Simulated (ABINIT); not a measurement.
Pd, 1 atom in the cell. The structure is cubic, space group Fm-3m (No. 225). The conventional cell has a = 3.893 Å, b = 3.893 Å, c = 3.893 Å, α = 90.00°, β = 90.00°, γ = 90.00°. Around Pd (site symmetry m-3m) lie 12 Pd at 2.75 Å. 

- Program: ABINIT 10.8.3 (patched build)
- Task: positron lifetime
- Functional: LDA
- Potentials or basis: JTH PAW LDA v2.0
- Cutoff: 490 eV
- k mesh: 8 × 8 × 8
- Occupations: methfessel-paxton, width 0.136 eV
- Spin: no spin polarisation
- Electron-positron correlation: Arponen-Pajanne fitted by Sterne and Kaiser, LDA
- Fine-grid cutoff: 979.61 eV

Potentials or basis: JTH PAW LDA v2.0.

The run is started by

```bash
$ abinit run.abi > log 2>&1
```

Hardware: 1 thread of Arm Neoverse V1, with other jobs on the host.

Task: How long does it take, and how much memory?

Result: Run time: 8.2 s on 1 thread of Arm Neoverse V1 (shared host), peak memory 0.08 GiB. Counts: scf iterations 52, k points 29, bands 13, plane waves 380.
